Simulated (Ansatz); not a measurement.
Reactions of C5H10, SMILES `C=CCCC`.

Isolated molecules relaxed with PBE0-D4/def2-TZVP in Ansatz; ΔE leaves out vibrations. CCSD(T)/CBS adds triple-zeta CCSD(T) − MP2 to the extrapolated MP2 energy (def2 sets, frozen cores). This one scheme is used for every species. Elements past krypton have def2 core potentials. For I, Zn outer-core shells are correlated without core-valence functions, which leaves a few kJ/mol of doubt a bond. Scalar relativity is left out up to krypton. One conformer a species, not always the lowest.

Q: Order these by ΔE at CCSD(T)/CBS, lowest first. (Estimate.)
A. `C=CCCC` + `CCC` → `C=CCCCCC` + CH₄
B. `C=CCCC` + `OC(F)F` → `CCOC(F)F` + `C=CC`
C. `C=CCCC` + `[SH][Zn][SH]` → `C[S][Zn][SH]` + `C=CCC`
D. `C=CCCC` + HI → `C=CI` + `CCC`
E. `C=CCCC` + H₂O → `C=CCO` + `CC`

A: A (-5.7 kJ/mol), D (+11.9 kJ/mol), C (+27.0 kJ/mol), B (+39.9 kJ/mol), E (+52.0 kJ/mol).

Largest T1 diagnostic: 0.014, for `[SH][Zn][SH]`.
